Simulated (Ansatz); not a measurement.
System: skutterudite CoSb3. Method: PBEsol (Ansatz, a program for electronic structure, plane waves, PAW).

Run with plane-wave cutoff 520 eV, 6×6×6 k mesh, Fermi–Dirac smearing 0.01 eV, no spin polarisation, scalar-relativistic PAW data made under PBE.

Computed points:

| V (Å³/atom) | E − E_lowest (meV/atom) | P (GPa) |
|---|---|---|
| 21.759 | 11.86 | 4.36 |
| 22.212 | 2.85 | 2.05 |
| 22.665 | 0.00 | 0.00 |
| 23.119 | 2.64 | -1.83 |
| 23.572 | 10.16 | -3.46 |

Q: Fit the third-order Birch–Murnaghan equation and give B0 and B′.

A: V0 = 22.665 Å³/atom, B0 = 96.8 GPa, B′ = 4.8 (fit to the energies at full precision).

Shape and atoms are relaxed at each volume.

Measured, for comparison: bulk modulus 95 ± 5 GPa (room temperature, not corrected to a static lattice, our sources range from 85.0 to 95.0; as tabulated in Alexeev et al. (2016), arXiv:1601.07731); equilibrium volume per atom 23.06 Å³/atom (room temperature, not corrected to a static lattice; as tabulated in Alexeev et al. (2016), arXiv:1601.07731). Computed (rounded) less measured: bulk modulus +2 % (+2 % to +14 % over the range), equilibrium volume per atom -1.7 %. A static lattice is as a rule a little smaller and stiffer than an uncorrected measurement, which narrows the difference in the bulk modulus, equilibrium volume per atom and would widen misses of the other sign.

Note: the bulk modulus comes from volumes at which shape and atoms were relaxed.

Spin–orbit coupling is not included.
